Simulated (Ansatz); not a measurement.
**MgSe: equation of state with LDA**

The system is MgSe.

```
CELL_PARAMETERS angstrom
0.00000 2.72550 2.72550
2.72550 0.00000 2.72550
2.72550 2.72550 0.00000
ATOMIC_POSITIONS crystal
Se 0.50000 0.50000 0.50000
Mg 0.00000 0.00000 0.00000
```

```yaml
Program: Ansatz 0.2.0
Task: equation of state
Functional: LDA
Potentials_or_basis: all-electron LAPW, scalar-relativistic
Basis_error_allowed: 0.001 eV/atom
k_mesh: 8 × 8 × 8
Occupations: fermi-dirac, width 0.05 eV
Spin: no spin polarisation
```

The equilibrium volume is 19.60 Å³/atom and the bulk modulus is 69 GPa. The pressure derivative of the bulk modulus is 4.1.

Energy against volume, from the lowest point:
| volume (Å³/atom) | energy (meV/atom) |
| --- | --- |
| 19.031 | 3.41 |
| 19.436 | 0.00 |
| 19.841 | 0.34 |
| 20.246 | 4.09 |
| 20.651 | 10.86 |
| 21.056 | 20.40 |
| 21.461 | 32.40 |

All runs of the series together: 10 s on 1 thread of AMD EPYC 9R45 96-Core Processor (Zen 5) (shared host).

LDA usually gives volumes a few per cent too small. Zero-point motion and thermal expansion aren't in these numbers.
